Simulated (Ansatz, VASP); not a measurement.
## One calculation of Ti, two programs

Contents of INCAR:

```
ALGO     = Fast           # electronic algorithm
EDIFF    = 1E-6           # SCF threshold, eV
ENCUT    = 520            # plane-wave cutoff, eV
GGA      = CA             # functional
ISIF     = 2              # what is computed and relaxed
ISMEAR   = 0              # smearing method
LASPH    = True           # aspherical terms in the spheres
LCHARG   = False          # write CHGCAR
LREAL    = False          # projectors in reciprocal space
LWAVE    = False          # write WAVECAR
NBANDS   = 12             # bands
NELM     = 100            # most SCF steps
PREC     = Accurate       # precision mode
SIGMA    = 0.15           # smearing width, eV
```

The input KPOINTS:

```
k-points
0
Gamma
  20 20 20
```

The input POSCAR:

```
Ti
1.0
    0.0000000000      1.9285000000      2.1315000000
    1.9285000000      0.0000000000      2.1315000000
    1.9285000000      1.9285000000      0.0000000000
Ti
1
Direct
    0.0000000000      0.0000000000      0.0000000000
```

Input for Ansatz:

```yaml
crystal:
  lattice:
    - [0.0, 1.9285, 2.1315]
    - [1.9285, 0.0, 2.1315]
    - [1.9285, 1.9285, 0.0]
  atoms:
    - { symbol: Ti, position: [0.0, 0.0, 0.0] }
basis:
  ecutwfc: 420
kpoints:
  mp_grid: { grid: [20, 20, 20] }
hamiltonian:
  xc: lda
scf:
  occupations: { method: gaussian, width: 0.15 }
output:
  forces: true
  stress: true
  eigenvalues: true
```

Change from the starting cell: strain -0.050 along x and y, +0.050 along z, atoms carried along.

Alike in both runs: task single point; functional LDA; k mesh 20 × 20 × 20; occupations gaussian, width 0.15 eV; no spin polarisation.

|  | VASP | Ansatz |
| --- | --- | --- |
| version | VASP 6.6.1 | Ansatz 0.2.0 |
| potentials or method | VASP PAW LDA potentials, release 64 (Ti_sv) | scalar-relativistic, plane waves, PAW |
| plane-wave cutoff (eV) | 520 | 420 |
| valence electrons in the cell | 12 | 12 |

```tsv
	VASP	Ansatz	Ansatz less VASP
gap on the k mesh at the Fermi level (eV)	none	none	-
pressure (GPa)	0.9	1.2	+0.21
largest component of the traceless stress (GPa)	1.58	1.56	-0.022
```

A gap of «none» marks a metal or a gap that the smearing closes.
